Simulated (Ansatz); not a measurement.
LiNbO3: pressure and gap against volume

A database entry relaxed whole under r2SCAN (R3c):

```xyz
10
Lattice="2.5687 1.4831 4.6282 -2.5687 1.4831 4.6282 0.0000 -2.9661 4.6282" Properties=species:S:1:pos:R:3 pbc="T T T"
Li    0.0000    0.0000    3.9162
Li    0.0000    0.0000   10.8585
Nb    0.0000    0.0000    0.0029
Nb    0.0000    0.0000    6.9451
O    -0.6529   -1.4375    5.5054
O     1.5714    0.1533    5.5054
O    -0.9185    1.2842    5.5054
O    -1.6502   -0.1989    7.8195
O     0.6529    1.5286    7.8195
O     0.9973   -1.3297    7.8195
```

The cell was scaled uniformly, its shape held, and the atoms relaxed at each volume with plane-wave PAW DFT (Ansatz 0.2.0; r2SCAN, 500 eV, 6×6×6 Γ-centred mesh, fermi-dirac occupations of width 0.020 eV; no spin, no spin-orbit coupling). One row is withheld.

| volume (Å³/atom) | energy over the lowest (meV/atom) | pressure (GPa) | gap over mesh and path (eV) |
| --- | --- | --- | --- |
| 9.944 | 15.7 | 8.40 | 4.08 |
| 10.156 | 6.7 | 5.27 | 4.06 |
| 10.367 | 1.6 | 2.48 | 4.04 |
| 10.579 | 0.0 | -0.02 | 4.01 |
| 10.790 | ? | ? | ? |
| 11.002 | 5.7 | -4.09 | 3.99 |
| 11.214 | 12.2 | -5.71 | 3.99 |

Fit the pressures of the other rows to the third-order Birch-Murnaghan form.

With f = [(V₀/V)^(2/3) − 1]/2 and P = 3B₀f(1 + 2f)^(5/2)[1 + 3(B₀′ − 4)f/2], least squares gives V₀ = 10.58 Å³ an atom, B₀ = 115 GPa and B₀′ = 5.4; the rows miss the fit by 0.03 GPa. The slope of the energies differs from these pressures by 0.06 GPa.

How does the gap move with volume?

A parabola in ln(V/V₀) through the other rows has the slope dE_g/d ln V = -0.8 eV at V₀, so by B₀ the gap moves by +7 meV a GPa at this fixed shape: it widens under pressure.

What does the withheld row hold?

The fit gives -2.16 GPa at 10.790 Å³; the run gave -2.17 GPa and 1.5 meV an atom. Its gap is 4.00 eV, against 4.00 eV from the parabola.

Caveats: the shape of the cell was held, so B₀ is an upper bound where the axes differ in stiffness; 0 K, fixed nuclei; the symmetry was kept, and this need not be the phase that is stable at 0 K; one mesh for all volumes; r2SCAN gaps lie as a rule under measured ones; the slope of the gap can be off by tens of per cent, more where shallow d levels or spin-orbit coupling act on the edges; pressure is positive in compression.
